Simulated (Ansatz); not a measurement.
LiI:
```
CELL_PARAMETERS angstrom
      0.00000     2.90221     2.90221
      2.90221     0.00000     2.90221
      2.90221     2.90221     0.00000
ATOMIC_POSITIONS crystal
  Li 0.00000 0.00000 0.00000
  I  0.50000 0.50000 0.50000
```

Cartesian axes are those of the cell as given.

Problem. Give the high-frequency dielectric tensor and the Born effective charge tensors of the independent atoms from DFPT, plane-wave PAW LDA (Ansatz code).

Solution. 
ε∞:
```
4.49  0.00  0.00
0.00  4.49  0.00
0.00  0.00  4.49
```
Z* of atom 1 (Li), rows: field, columns: displacement, in e:
```
1.29  0.00  0.00
0.00  1.29  0.00
0.00  0.00  1.29
```
Z* of atom 2 (I), rows: field, columns: displacement, in e:
```
-1.29   0.00   0.00
 0.00  -1.29   0.00
 0.00   0.00  -1.29
```

Space group Fm-3m (rock salt). Symmetry was held in the LDA relaxation. Scalar-relativistic: spin–orbit coupling is off unless named, which matters more the heavier the elements.

Potentials: the later of the program's two PAW sets.
